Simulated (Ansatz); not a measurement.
S vacancy in HfS2

These are results of Ansatz 0.2.0, DFT PBE+D3(BJ), scalar-relativistic, plane waves, PAW, not measurements. Settings: 420 eV cutoff, 2×2×2 k-mesh, shifted by half a step, Gaussian smearing of 0.01 eV, collinear spin in charge +1 alone.

Host crystal, relaxed:

```yaml
crystal:
  lattice:
    - [3.60586, 0.00000, 0.00000]
    - [-1.80293, 3.12277, 0.00000]
    - [0.00000, 0.00000, 5.77039]
  atoms:
    - { symbol: Hf, position: [0.00000, 0.00000, 0.00000] }
    - { symbol: S, position: [0.66667, 0.33333, 0.74761] }
    - { symbol: S, position: [0.33333, 0.66667, 0.25239] }
```

Supercell of 27 atoms, rows in host cell vectors: 1 2 -1; 1 -1 -1; -2 -1 -1. Atoms relax at the host's cell from a start displaced at random by 0.05 Å near the defect, so other minima may exist. The cell is small, so energies carry finite-size errors of tenths of an eV. The host's Kohn–Sham gap is 0.85 eV. Atoms are taken from and returned to the elements' standard states. Charged cells are corrected for image charges with the computed static dielectric tensor (mean 30.3) and aligned with the host's potential at far atoms (alignment terms reach 0.93 eV; the program doubts the alignment in some charges, where it is up to 0.93 eV). No band-filling term is added, and the Fermi level counts from the host's valence band top.

Spin-orbit coupling is left out, which matters for the bands and energies of heavy elements.

Defect: S vacancy at (0.667, 0.333, 0.748) of the host cell.

Q: What is the formation energy of the neutral defect?

A: 3.78 eV.

Q: Does the neutral defect carry a moment, and how do its surroundings relax?

A: The neutral run had no spin polarisation, so a moment wasn't tested. The nearest neighbours before are 3 Hf at 2.54 Å; after relaxation the atoms near the site are 3 Hf at 2.82 Å; the largest move is 0.29 Å.

Q: Charges +2, +1, 0 were computed. Which is stable where in the gap?

A: Among the charges computed the stable one is +2 at the valence band top and stays so across the gap. In charge +1, 0 the extra carrier would gain by moving to a band edge of the host, so it isn't bound in the gap, though by less than the errors named above. Without the alignment that the program doubts, the level (+2/+1) would lie at 0.34 eV, inside the gap, so these runs don't decide whether the defect changes charge there. Without the alignment that the program doubts, the level (+1/0) would lie at 0.58 eV, inside the gap, so these runs don't decide whether the defect changes charge there. Levels between neighbouring charges: (+2/+1) 0.89 eV, (+1/0) 0.96 eV.